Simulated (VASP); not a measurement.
**Si in VASP 6.6.1, single-point calculation**

INCAR

```
NELM = 95
LWAVE = .FALSE.
ENCUT = 520
PREC = Accurate
LCHARG = .FALSE.
IBRION = -1
ALGO = All
NSW = 0
LREAL = .FALSE.
SIGMA = 0.02
EDIFF = 1E-7
LASPH = .TRUE.
ISMEAR = -1
NBANDS = 11
ISIF = 2
GGA = PE
```

KPOINTS

```
KPOINTS created by Atomic Simulation Environment
0
Gamma
8 8 8
0 0 0
```

POSCAR

```
Si
 1.0000000000000000
     0.0000000000000000    2.6948977067000000    2.6948977067000000
     2.6948977067000000    0.0000000000000000    2.6948977067000000
     2.6948977067000000    2.6948977067000000    0.0000000000000000
 Si
   2
Cartesian
  0.0000000000000000  0.0000000000000000  0.0000000000000000
  1.3474488533499998  1.3474488533499998  1.3474488533499998
```

The recommended PBE PAW datasets give the neutral cell 8 valence electrons.

Command

```
mpirun -np 1 vasp_std
```

Task: Predict the outcome of this run.

Result: It converged. Results: gap between bands v and c on the k mesh 0.58 eV; least direct gap on the k mesh 2.57 eV; pressure 4.3 GPa. Band v is the last that the valence electrons fill when counted band by band, and c is the next.

OSZICAR

```
N       E                     dE             d eps       ncg     rms           ort
DAV:   1     0.554545768951E+01    0.55455E+01   -0.38052E+03   319   0.644E+02
DAV:   2    -0.105076422664E+02   -0.16053E+02   -0.15308E+02   319   0.828E+01
DAV:   3    -0.110143851721E+02   -0.50674E+00   -0.50530E+00   319   0.119E+01
DAV:   4    -0.110181838720E+02   -0.37987E-02   -0.37983E-02   319   0.131E+00
DAV:   5    -0.110182195169E+02   -0.35645E-04   -0.35644E-04   319   0.117E-01
SDA:   6    -0.107623378507E+02    0.25588E+00   -0.35644E-04   319   0.138E+00   0.000E+00
CGA:   7    -0.108157079579E+02   -0.53370E-01   -0.53420E-01   319   0.125E-01  -0.270E-03
CGA:   8    -0.108226161985E+02   -0.69082E-02   -0.69139E-02   319   0.201E-02  -0.198E-04
CGA:   9    -0.108235795817E+02   -0.96338E-03   -0.96399E-03   319   0.176E-03  -0.254E-05
CGA:  10    -0.108236535269E+02   -0.73945E-04   -0.73961E-04   319   0.100E-04  -0.104E-06
CGA:  11    -0.108236577042E+02   -0.41773E-05   -0.41908E-05   319   0.811E-06  -0.999E-07
CGA:  12    -0.108236580798E+02   -0.37569E-06   -0.36995E-06   319   0.789E-07   0.395E-07
SDA:  13    -0.108236581096E+02   -0.29759E-07   -0.28918E-07   319   0.116E-07   0.233E-07
   1 F= -.10823658E+02 E0= -.10823658E+02  d E =-.551319E-08
```

For comparison, a separate PBE run of the intended cell, on usual settings and not on those above, gives a gap of 0.58 eV on its mesh and a pressure of 4.3 GPa.
